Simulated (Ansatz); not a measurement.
**A computed series for AgCl: pressure series**

Take AgCl in the rock salt structure (space group Fm-3m, No. 225) as the base.

```cif
data_Ag4Cl4
_chemical_formula_sum 'Ag4 Cl4'
_space_group_name_H-M_alt 'Fm-3m'
_space_group_IT_number 225
_space_group_name_Hall '-F 4 2 3'
_cell_length_a 5.44748
_cell_length_b 5.44748
_cell_length_c 5.44748
_cell_angle_alpha 90.000
_cell_angle_beta 90.000
_cell_angle_gamma 90.000
loop_
_atom_site_label
_atom_site_type_symbol
_atom_site_symmetry_multiplicity
_atom_site_Wyckoff_symbol
_atom_site_fract_x
_atom_site_fract_y
_atom_site_fract_z
_atom_site_occupancy
Ag1 Ag 4 a 0.00000 0.00000 0.00000 1
Cl1 Cl 4 b 0.50000 0.50000 0.50000 1
```
(The calculation used a cell of 2 atoms; values per cell refer to that cell.)

Cell and atoms are relaxed at each pressure.

Calculations: Kohn–Sham DFT with the PBEsol functional, run in Ansatz (a quantum-chemistry and plane-wave program) with PAW and 420 eV plane waves, no spin-orbit coupling.

| P (GPa) | V (Å³/atom) |
|---|---|
| -2.00 | 21.016 |
| -1.01 | 20.588 |
| 0.90 | 19.901 |
| 2.10 | 19.534 |
| 4.50 | 18.902 |
| 9.00 | 17.978 |
| 15.00 | 17.055 |
| 22.50 | 16.186 |
| 30.00 | 15.508 |

### Question
Fit a third-order Birch–Murnaghan equation of state.

### Answer
Least squares on P(V) = (3B₀/2)[(V₀/V)^(7/3) − (V₀/V)^(5/3)]·[1 + (3/4)(B₀′ − 4)((V₀/V)^(2/3) − 1)] gives V₀ = 20.21 Å³/atom, B₀ = 57 GPa and B₀′ = 5.2.

Load acts through the strain it causes; cell and atoms are relaxed under it. Whether these cells are dynamically stable was not tested. No other phases were tried under pressure.
